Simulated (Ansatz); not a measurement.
**ZnCu (Pm-3m): test of the smearing width, by script**

Wanted for ZnCu (Pm-3m): a test of the smearing width.

All numbers are computed with Ansatz 0.2.0 through its Python package. Level of theory: DFT PBE, plane waves, PAW.

## 1. The system

The structure is cubic, space group Pm-3m (No. 221). The conventional cell has a = 2.945 Å, b = 2.945 Å, c = 2.945 Å, α = 90.00°, β = 90.00°, γ = 90.00°. Zn (site symmetry m-3m) has 8 Cu at 2.55 Å as nearest neighbours. Around Cu (site symmetry m-3m) lie 8 Zn at 2.55 Å.

No structure file is read: the coordinates are typed or built in the script.

## 2. Script

smear_zncu.py

```python
# -*- coding: utf-8 -*-
"""Smearing width test for ZnCu."""

import ansatz as az

structure = (
    az.Lattice.cubic(2.945)
    .space_group(221)
    .atom("Zn", (0.5, 0.5, 0.5))
    .atom("Cu", (0.0, 0.0, 0.0))
)

calc = (
    structure.calculation()
    .functional("PBE")
    .kpoints(mesh=(9, 9, 9))
    .stress()
)

rows = []
for value in [0.5, 0.3, 0.2, 0.1]:
    r = calc.occupations("cold", width=value).run(threads=1, backend="cpu").report
    rows.append((value, r["free_energy_ev"] / len(r["lattice"]["sites"]), r["n_iterations"], sum(r["stress_gpa"][i][i] for i in range(3)) / 3, r["n_kpoints"]))

print("  width (eV)   F/atom (eV)    iterations       P (GPa)      k-points")
for row in rows:
    print(f"{str(row[0]):>12s}  {row[1]:12.5f}  {row[2]:12d}  {row[3]:12.3f}  {row[4]:12d}")

# differences from the last row
for row in rows[:-1]:
    shift = 1000 * (row[1] - rows[-1][1])
    print(f"{row[0]}: {shift:+.2f} meV/atom" + ("  (within 2 meV)" if abs(shift) < 2 else ""))
```

## 3. The run

Started as:

```console
$ python smear_zncu.py
```

**Question.** How much does the free energy per atom change between the narrowest and the widest smearing, and why?

**Answer**, as computed:

| quantity | value |
| --- | --- |
| runs compared | 4 |
| last run but one, from the last | -0.07 meV/atom |
| within 5 meV/atom of the last run from | 0.5 |

Going from 0.1 to 0.5 eV changes F by -0.5 meV an atom. This scheme is built to cancel the term in the square of the width, so the shifts stay small and are partly the mesh's error. The pressure moves from 2.55 to 2.55 GPa. What to keep in mind:
- The run is spin-unpolarised.
- For a metal this k-point mesh is coarse: on a finer one energies can move by several to tens of meV an atom and pressures by half a GPa or more, differences at one mesh by less.
- The narrowest width needs the finest mesh, so the last row is no converged reference.
- Pressure is positive in compression.
